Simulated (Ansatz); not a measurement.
The system is Au.

```
CELL_PARAMETERS angstrom
0.00000 2.03500 2.03500
2.03500 0.00000 2.03500
2.03500 2.03500 0.00000
ATOMIC_POSITIONS crystal
Au 0.00000 0.00000 0.00000
```

- Program: Ansatz 0.2.0
- Task: phonons
- Functional: PBE
- Potentials or basis: Ansatz PAW
- Cutoff: 420 eV (not typed: the program's choice for these potentials)
- k mesh: 8 × 8 × 8
- Occupations: fermi-dirac, width 0.05 eV
- Spin: no spin polarisation
- q mesh: 4 × 4 × 4
- Path: [["G", "X", "W", "K", "G", "L", "U", "W", "L", "K"], ["U", "X"]]
- Points for each segment of the path: 8

Q: Is this structure dynamically stable at this level, and how far does the spectrum reach?

A: Yes, as far as this q mesh shows: no mode on the path is imaginary. The highest frequency is 167 cm⁻¹.
